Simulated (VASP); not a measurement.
A run of VASP 6.6.1:

Contents of INCAR:

```
SYSTEM = Al
PREC = Accurate ; ENCUT = 520
EDIFF = 0.05 ; ISMEAR = 0
SIGMA = 0.1 ; LREAL = .False.
LASPH = .True. ; NELM = 100
ALGO = Normal ; ISIF = 3
LWAVE = .False. ; LCHARG = .False.
GGA = PE ; IBRION = 2
NSW = 80 ; EDIFFG = -0.002
```

File KPOINTS:

```
Automatic mesh
0
Gamma
  18 18 18
  0 0 0
```

POSCAR

```
Al
1.0
    0.0000000000      2.0248050000      2.0248050000
    2.0248050000      0.0000000000      2.0248050000
    2.0248050000      2.0248050000      0.0000000000
Al
1
Direct
    0.0000000000      0.0000000000      0.0000000000
```

Potentials or basis: VASP PAW PBE potentials, release 64 (Al).

The run is started by

```console
$ cat potpaw_PBE.64/Al/POTCAR > POTCAR
$ mpirun -np 1 vasp_std > vasp.out
```

Hardware: 1 thread of Intel(R) Xeon(R) Platinum 8488C (Sapphire Rapids) (shared host).

Problem. How long does it take, and how much memory?

Solution. It took 11 s on 1 thread of Intel(R) Xeon(R) Platinum 8488C (Sapphire Rapids), on a shared host, peak memory 0.14 GiB. Counts: scf iterations 16, k points 195, ion steps 6.
